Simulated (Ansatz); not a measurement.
**Worked example: ideal-gas entropy of CHF3 (trifluoromethane)**

A singlet with charge 0, relaxed at PBE0-D4/def2-TZVP (Ansatz 0.2.0):

```xyz
5

F    -0.6687   -0.3297    1.0792
C     0.0195    0.0564    0.0068
F     1.0473   -0.7738   -0.1575
F    -0.7726   -0.0351   -1.0594
H     0.3744    1.0822    0.1309
```

Harmonic wavenumbers in cm⁻¹: 510, 510, 707, 1159, 1180, 1180, 1397, 1397, 3131.

Masses in u: F 18.998, C 12.011, H 1.008. Take T = 298.15 K, p = 1 bar, R = 8.3145 J/(mol K), kT/hc = 207.22 cm⁻¹, rigid rotor and harmonic oscillator.

Q: Work out S° at 298 K.

A: 
1. Translation (Sackur–Tetrode): S = R[3/2 ln M + 5/2 ln T − 1.1517] with M = 70.013 gives 161.8 J/(mol K).
2. Rotation: principal moments 48.674, 48.676, 88.744 u Å² give A, B, C = 0.3463, 0.3463, 0.19 cm⁻¹; the symmetry number is σ = 3; q = (√π/σ)√((kT/hc)³/ABC) = 11675; S = R(ln q + 3/2) = 90.3.
3. Vibration: with u = ν̃/207.22, each mode gives R[u/(eᵘ − 1) − ln(1 − e⁻ᵘ)]; the sum is 7.3, most from 510 cm⁻¹ (2.7), 510 cm⁻¹ (2.7), 707 cm⁻¹ (1.2).
4. Electronic: R ln 1 = 0.0, from the spin multiplicity alone.
5. Sum: 161.8 + 90.3 + 7.3 + 0.0 = 259.4 J/(mol K).

The tabulated value is 259.7 J/(mol K) (CRC Handbook of Chemistry and Physics): the model is off by -0.3.
